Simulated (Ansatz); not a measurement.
LiCl (Fm-3m) at 2 levels of theory

One geometry, relaxed with PBE; plane waves with PAW potentials in Ansatz, scalar-relativistic. No spin polarisation. Gaps are the least over mesh and band path; pressure is positive in compression, and isn't given for hybrids.

```
CELL_PARAMETERS angstrom
0.00000 2.57445 2.57445
2.57445 0.00000 2.57445
2.57445 2.57445 0.00000
ATOMIC_POSITIONS crystal
Li 0.50000 0.50000 0.50000
Cl 0.00000 0.00000 0.00000
```

```csv
level,cutoff (eV),k mesh,gap (eV),pressure (GPa)
PBE,420,8×8×8,6.26,0.0
```

What comes out on the same cell with HSE06?

```csv
level,cutoff (eV),k mesh,gap (eV),pressure (GPa)
HSE06,420,6×6×6,7.66,-
```

The cell was reached from a generator's guess, though it ends in a space group that the Crystallography Open Database lists for this formula.
